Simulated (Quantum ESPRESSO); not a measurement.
Fe: phonons with revPBE

The system is Fe.

```xyz
1
Lattice="-1.4430 1.4430 1.4430 1.4430 -1.4430 1.4430 1.4430 1.4430 -1.4430" Properties=species:S:1:pos:R:3 pbc="T T T"
Fe    0.0000    0.0000    0.0000
```

| Property | Result |
| --- | --- |
| Program | Quantum ESPRESSO 7.5 |
| Task | phonons |
| Functional | revPBE |
| Potentials or basis | PseudoDojo 0.4.1 SR PBE standard |
| Cutoff | 1225 eV |
| Density cutoff | 4898 eV |
| k mesh | 9 × 9 × 9 |
| Occupations | cold, width 0.2 eV |
| Spin | collinear spin, ferromagnetic start |
| Starting moments | [3.0] μB |
| Mixing beta | 0.3 |
| Most SCF iterations | 120 |
| SCF threshold | 2e-10 Ry |

| Item | Value |
| --- | --- |
| Relaxed volume | 12.10 Å³/atom |
| Relaxed cell | a = 2.505 Å, b = 2.505 Å, c = 2.505 Å, α = 109.47°, β = 109.47°, γ = 109.47° |
| Space group after relaxing (to 0.05 Å) | Im-3m (No. 229) |
| Pressure after relaxing | 0.0 GPa |
| Band gap on the k mesh | none (metal or under the smearing width) |
| Net moment | 2.56 μB per cell |
| Absolute moment | 2.74 μB per cell |
| Site moments | Fe +2.64 μB |
| Valence electrons inside the program's atomic spheres | Fe 14.44 |
| Highest phonon frequency at the q point run | 372 cm⁻¹ |

The path:
| step | energy change (eV) | largest force (eV/Å) | pressure (GPa) | volume (Å³) |
| --- | --- | --- | --- | --- |
| 1 | 0.0000 | 0.0000 | 0.84 | 12.02 |
| 2 | -0.0002 | 0.0000 | 0.31 | 12.07 |
| 3 | -0.0002 | 0.0000 | -0.02 | 12.10 |
| 4 | -0.0002 | 0.0000 | 0.00 | 12.10 |

Final structure:
```
CELL_PARAMETERS angstrom
-1.44621 1.44621 1.44621
1.44621 -1.44621 1.44621
1.44621 1.44621 -1.44621
ATOMIC_POSITIONS crystal
Fe 0.00000 0.00000 0.00000
```

Levels at points of the mesh, in eV from the Fermi level:
Spin up:
```
           k point  band 7  band 8  band 9  band 10  band 11  band 12
(0.00, 0.00, 0.00)   -2.41   -2.41   -1.26    -1.26    23.86    23.86
```
Spin down:
| k point | band 4 | band 5 | band 6 | band 7 | band 8 | band 9 | band 10 | band 11 |
| --- | --- | --- | --- | --- | --- | --- | --- | --- |
| (0.00, 0.00, 0.00) | -50.95 | -8.07 | 0.15 | 0.15 | 0.15 | 2.04 | 2.04 | 23.50 |

Phonon frequencies in cm⁻¹ (negative: imaginary):
```
              q point  frequencies
(0.000, 0.000, 0.500)  131 309 372
```

Phonon modes at q = (0.000, 0.000, 0.500) in reciprocal lattice units:
```tsv
mode	symmetry	cm⁻¹
1	B_2u	131
2	B_1u	309
3	B_3u	372
```

It took 3.3 min on 4 MPI ranks on Arm Neoverse V2 (shared host), peak memory 0.36 GiB a rank.

Caveat: the k mesh is coarse; the mesh is thin for the phonons of a metal; the potentials were made for another functional, which shifts forces and pressure; the q point doesn't lie on the k mesh, which can shift a metal's frequencies strongly unless the mesh is converged.
